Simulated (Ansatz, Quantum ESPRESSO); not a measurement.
This is a calculation of Nb for Ansatz 0.2.0. The given cell was strained at random by a few per cent at fixed volume. This isn't the form of Nb at room conditions, which is bcc.

Contents of input.yaml:

```yaml
crystal:
  lattice:
    - [-0.041034, 2.193381, 2.108849]
    - [2.0464, 0.049814, 2.018]
    - [2.126253, 2.182385, -0.030039]
  atoms:
    - { symbol: Nb, position: [0.030077, -0.003973, -0.00022] }
hamiltonian:
  xc: pbesol
  pseudopotentials: { kind: paw }
kpoints:
  mp_grid: { grid: [11, 11, 11] }
scf:
  occupations: { method: fermi_dirac, width: 0.05 }
output:
  forces: true
  stress: true
  eigenvalues: true
```

Potentials or basis: Ansatz PAW.

The run is started by

```bash
$ ansatz run input.yaml --threads 1 --pin off --max-ram 3584MiB --backend cpu --events-out ev --progress --plain --runs-dir out
```

Q: What does the same run look like in Quantum ESPRESSO 7.5? Potentials or basis there: GBRV 1.5 PBEsol, cutoff 612 eV.

A: As run (cutoffs and basis follow the program's own potentials, and thresholds, step limits or extra output files can differ):

pw.in

```
&CONTROL
  calculation = 'scf'
  prefix = 'pwscf'
  outdir = './tmp'
  pseudo_dir = './pseudo'
  tprnfor = .true.
  tstress = .true.
  disk_io = 'nowf'
/
&SYSTEM
  ibrav = 0
  nat = 1
  ntyp = 1
  ecutwfc = 45
  ecutrho = 360
  nbnd = 12
  occupations = 'smearing'
  smearing = 'fd'
  degauss = 0.00367493
/
&ELECTRONS
  conv_thr = 2d-10
  electron_maxstep = 120
  mixing_beta = 0.5
/
ATOMIC_SPECIES
Nb    92.9064 nb_pbesol_v1.uspp.F.UPF
CELL_PARAMETERS angstrom
  -0.0410340000    2.1933810000    2.1088490000
   2.0464000000    0.0498140000    2.0180000000
   2.1262530000    2.1823850000   -0.0300390000
ATOMIC_POSITIONS crystal
Nb     0.0300770000   -0.0039730000   -0.0002200000
K_POINTS automatic
11 11 11 0 0 0
```

Potentials or basis: GBRV 1.5 PBEsol.

Run with:

```sh
$ OMP_NUM_THREADS=1 mpirun -n 2 pw.x -nk 2 -in pw.in > pw.out
```

Both were run:

|  | Ansatz | Quantum ESPRESSO |
| --- | --- | --- |
| Pressure | -7.8 GPa | -8.2 GPa |
| Energy over the undisturbed cell | -20.1 meV/atom | -20.0 meV/atom |

Ansatz's pressure holds a Pulay term of +0.02 GPa for its cutoff of 420 eV, which the other run lacks.

Ansatz's potentials were made for PBE.

Where Ansatz's input types no cutoff or centring, it takes its own default and a Γ-centred mesh.

The undisturbed cell isn't at this level's minimum, so the move can lower the energy.

Pressure is positive in compression.
